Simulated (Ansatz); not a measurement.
Bi2Te2Se:

```
Bi Te Se
1.0
     2.16097    1.24764   10.58557
    -2.16097    1.24764   10.58557
     0.00000   -2.49527   10.58557
Bi Te Se
2 2 1
Direct
  0.39172 0.39172 0.39172
  0.60828 0.60828 0.60828
  0.78040 0.78040 0.78040
  0.21960 0.21960 0.21960
  0.00000 0.00000 0.00000
```

The cell is a database's computed one.

| Quantity | Value |
| --- | --- |
| Program | Ansatz 0.2.0 |
| Task | relaxation of cell and atoms |
| Functional | PBE |
| Dispersion | D4 |
| Potentials or basis | Ansatz PAW |
| Cutoff | 420 eV (not typed: the program's choice for these potentials) |
| k mesh | 7 × 7 × 7 |
| Occupations | fermi-dirac, width 0.05 eV |
| Spin | no spin polarisation |

At the start: volume 34.25 Å³/atom.

Question: Where does the relaxation end?

Answer: It ends after 6 steps and the volume is 31.64 Å³/atom (-7.6 %); space group R-3m (No. 166, to 0.05 Å).

Step by step:
| step | energy change (eV) | largest force (eV/Å) | volume (Å³) |
| --- | --- | --- | --- |
| 1 | 0.0000 | 0.1299 | 171.24 |
| 2 | -0.0672 | 0.1582 | 159.04 |
| 3 | -0.0869 | 0.0195 | 157.73 |
| 4 | -0.0925 | 0.0357 | 158.80 |
| 5 | -0.0928 | 0.0088 | 158.21 |
| 6 | -0.0908 | 0.0086 | 158.21 |

Final structure:
```yaml
crystal:
  lattice:
    - [2.14838, 1.24037, 9.89487]
    - [-2.14838, 1.24037, 9.89487]
    - [0.00000, -2.48073, 9.89487]
  atoms:
    - { symbol: Bi, position: [0.39503, 0.39503, 0.39503] }
    - { symbol: Bi, position: [0.60497, 0.60497, 0.60497] }
    - { symbol: Te, position: [0.78809, 0.78809, 0.78809] }
    - { symbol: Te, position: [0.21191, 0.21191, 0.21191] }
    - { symbol: Se, position: [0.00000, 0.00000, 0.00000] }
```

Caveat: the plane-wave basis is chosen anew once the cell has moved, so the energies of steps on either side of that aren't comparable.
